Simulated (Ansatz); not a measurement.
Tuning gaps by epitaxial strain

Plane-wave DFT in Ansatz, r2SCAN, scalar-relativistic PAW potentials, cutoff 500 eV, no spin-orbit coupling; no spin polarisation. Equal strain along a and b of the conventional cell, c and the atoms relaxed; gaps sought over the whole zone.

| crystal | strain: gap (eV) |
| --- | --- |
| GaN (P6_3mc) | -6.0 %: 2.315; -4.0 %: 2.417; -2.0 %: 2.423; +0.0 %: 2.351; +2.0 %: 2.099; +4.0 %: 1.815; +6.0 %: 1.546 |
| TiO₂ (I4_1/amd) | -3.0 %: 2.882; -2.0 %: 2.756; -1.0 %: 2.637; +0.0 %: 2.529; +1.0 %: 2.432; +2.0 %: 2.350; +3.0 %: 2.279 |
| SiC (P6_3mc) | -6.0 %: 1.720; -4.0 %: 2.089; -2.0 %: 2.397; +0.0 %: 2.652; +2.0 %: 2.783; +4.0 %: 2.594; +6.0 %: 2.314 |
| SnO (P4/nmm) | -6.0 %: 0.730; -4.0 %: 0.141; -2.0 %: 0.145; +0.0 %: 0.363; +2.0 %: 0.650; +4.0 %: 0.926; +6.0 %: 1.166 |
| BaTiO₃ (P4mm) | -3.0 %: 2.313; -1.5 %: 2.273; +0.0 %: 2.229; +1.5 %: 2.181; +3.0 %: 2.131 |

Question: What are the slopes on either side of zero strain, and why can they differ?

Answer: GaN (P6_3mc) -36 and -126; TiO₂ (I4_1/amd) -108 and -97; SiC (P6_3mc) +128 and +66; SnO (P4/nmm) +109 and +144; BaTiO₃ (P4mm) -29 and -32 meV per % (over the first step on the compressive side, then on the tensile side; a positive slope means the gap grows as the plane is stretched). The slope drops from the first side to the second in GaN (P6_3mc), SiC (P6_3mc). The gap is the smallest distance between any valence top and conduction valley, so its slope drops where another pair takes over. In GaN (P6_3mc), SiC (P6_3mc) the strain keeps the symmetry, so nothing splits at zero; most likely two bands or valleys cross within a step of it. A crossing can only lower the slope, so where it rises, as in SnO (P4/nmm), the cause is curvature. Relaxations kept the strained cell's symmetry, so distortions at large strain weren't sought, and coherent films seldom hold more than 2 to 3 %. The slope of one pair of band edges is as a rule more reliable than the Kohn–Sham gap, while the strain at which pairs cross shifts with the functional.

Spin-orbit coupling, left out, matters for the members with heavy elements.

Cost: about 68 core-minutes for the runs cited, on AMD EPYC 7R43 (Zen 3), Arm Neoverse V1, Intel Xeon Platinum 8488C (Sapphire Rapids) and other processors (shared hosts).